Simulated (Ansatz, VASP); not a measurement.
Two plane-wave programs on ZrC

File INCAR:

```
SYSTEM = ZrC
  PREC = Accurate
  ENCUT = 520
  EDIFF = 1E-6
  ISMEAR = 0
  SIGMA = 0.15
  LREAL = .FALSE.
  LASPH = .TRUE.
  NELM = 60
  ALGO = Normal
  ISIF = 2
  LWAVE = .FALSE.
  LCHARG = .FALSE.
  GGA = PE
  NBANDS = 15
```

KPOINTS

```
Automatic mesh
0
G
  18 18 18
  0 0 0
```

File POSCAR:

```
ZrC
1.0
    0.0000000000      2.4442184000      2.5382268000
    2.4442184000      0.0000000000      2.5382268000
    2.4442184000      2.4442184000      0.0000000000
Zr C
1 1
Direct
    0.5000000000      0.5000000000      0.5000000000
    0.0000000000      0.0000000000      0.0000000000
```

Input for Ansatz:

```yaml
crystal:
  lattice:
    - [0.0, 2.4442184, 2.5382268]
    - [2.4442184, 0.0, 2.5382268]
    - [2.4442184, 2.4442184, 0.0]
  atoms:
    - { symbol: Zr, position: [0.5, 0.5, 0.5] }
    - { symbol: C, position: [0.0, 0.0, 0.0] }
basis:
  ecutwfc: 420
kpoints:
  mp_grid: { grid: [18, 18, 18] }
hamiltonian:
  xc: pbe
scf:
  occupations: { method: gaussian, width: 0.15 }
output:
  forces: true
  stress: true
  eigenvalues: true
```

Change from the starting cell: strain +0.040 along x and y, +0.080 along z, atoms carried along.

Alike in both runs: task single point; functional PBE; k mesh 18 × 18 × 18; occupations gaussian, width 0.15 eV; no spin polarisation.

|  | VASP | Ansatz |
| --- | --- | --- |
| version | VASP 6.6.1 | Ansatz 0.2.0 |
| potentials or method | VASP PAW PBE potentials, release 64 (Zr_sv, C) | scalar-relativistic, plane waves, PAW |
| plane-wave cutoff (eV) | 520 | 420 |
| valence electrons in the cell | 16 | 16 |

VASP gave:

| Item | Value |
| --- | --- |
| gap on the k mesh at the Fermi level (eV) | none |
| pressure (GPa) | -23.9 |
| largest component of the traceless stress (GPa) | 3.61 |

Question: Estimate Ansatz's values.

Answer: gap on the k mesh at the Fermi level (eV): none; pressure (GPa): -24.1; largest component of the traceless stress (GPa): 3.56.

A gap of «none» marks a metal or a gap that the smearing closes. The functional is the same, so the differences come from potentials, cutoffs and numerics.

Caveats: so large a pressure means that the cell lies far from this level's equilibrium, or that cutoff or potentials fall short (VASP).
